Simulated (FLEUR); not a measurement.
# Pb: equation of state with LDA

The system is Pb.

```
CELL_PARAMETERS angstrom
-1.97966 1.97966 1.97966
1.97966 -1.97966 1.97966
1.97966 1.97966 -1.97966
ATOMIC_POSITIONS crystal
Pb 0.00000 0.00000 0.00000
```

This isn't the form of Pb at room conditions, which is fcc.

- Program: FLEUR MaX-R8.1 (later development tree)
- Task: equation of state
- Functional: LDA
- Potentials or basis: all-electron
- Basis: FLAPW
- Kmax: 4.1 1/bohr
- k mesh: 9 × 9 × 9
- Occupations: fermi-dirac, width 0.05 eV
- Spin: no spin polarisation
- Gmax: 12.7 1/bohr
- Muffin-tin radii: Pb 2.66 bohr
- lmax: Pb 10
- lnonsphr: Pb 10
- Local orbitals a species: Pb 5

* Equilibrium volume: 28.73 Å³/atom (rough: see the caveat)
* Bulk modulus: 55 GPa (rough)

Energy against volume, from the lowest point:
```
volume (Å³/atom)  energy (meV/atom)
          29.172               0.00
          29.792               5.14
          31.034              25.62
          32.275              56.68
          32.896              75.19
```

Caveat: the minimum lies outside the volumes run. Spin-orbit coupling is left out, which matters for the levels of Pb.
